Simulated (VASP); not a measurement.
CoO:

```
Co O
1.0
     3.20444    0.00000    0.00000
    -1.60222    2.77513    0.00000
     0.00000    0.00000    7.69941
Co O
3 3
Direct
  0.33333 0.66667 0.66564
  0.00000 0.00000 0.99898
  0.66667 0.33333 0.33231
  0.33333 0.66667 0.41769
  0.00000 0.00000 0.75102
  0.66667 0.33333 0.08435
```

Measurements of this composition are mostly on another form, of space group No. 225.

```yaml
Program: VASP 6.6.1
Task: relaxation of cell and atoms
Functional: PBE
Dispersion: D2
Potentials_or_basis: VASP PAW PBE potentials, release 64 (Co, O)
Cutoff: 600 eV
k_mesh: 10 × 10 × 4
Occupations: gaussian, width 0.05 eV
Spin: collinear spin, ferromagnetic start
Starting_moments: "[2.0, 2.0, 2.0, 0.0, 0.0, 0.0] μB"
```

At the start: pressure -2.4 GPa; volume 11.41 Å³/atom.

Where does the relaxation end?

Over 5 steps the energy falls by 5.6 meV/atom and the volume is 11.19 Å³/atom (-2.0 %); space group F-43m (No. 216, to 0.05 Å); moment 8.05 μB per cell.

The path:
| step | energy change (eV) | largest force (eV/Å) | pressure (GPa) | volume (Å³) |
| --- | --- | --- | --- | --- |
| 1 | 0.0000 | 0.2687 | -2.43 | 68.47 |
| 2 | -0.0317 | 0.0622 | 0.65 | 66.76 |
| 3 | -0.0333 | 0.0054 | 0.06 | 67.07 |
| 4 | -0.0333 | 0.0003 | -0.01 | 67.09 |
| 5 | -0.0333 | 0.0014 | -0.06 | 67.12 |

Final structure:
```
Co O
1.0
     3.16545    0.00000    0.00000
    -1.58273    2.74136    0.00000
     0.00000    0.00000    7.73430
Co O
3 3
Direct
  0.33333 0.66667 0.66697
  0.00000 0.00000 0.00030
  0.66667 0.33333 0.33364
  0.33333 0.66667 0.41636
  0.00000 0.00000 0.74970
  0.66667 0.33333 0.08303
```

Caveat: atom-pairwise D2, TS and ULG terms overbind metals; pairwise dispersion overbinds metals, which lowers pressure and volume.
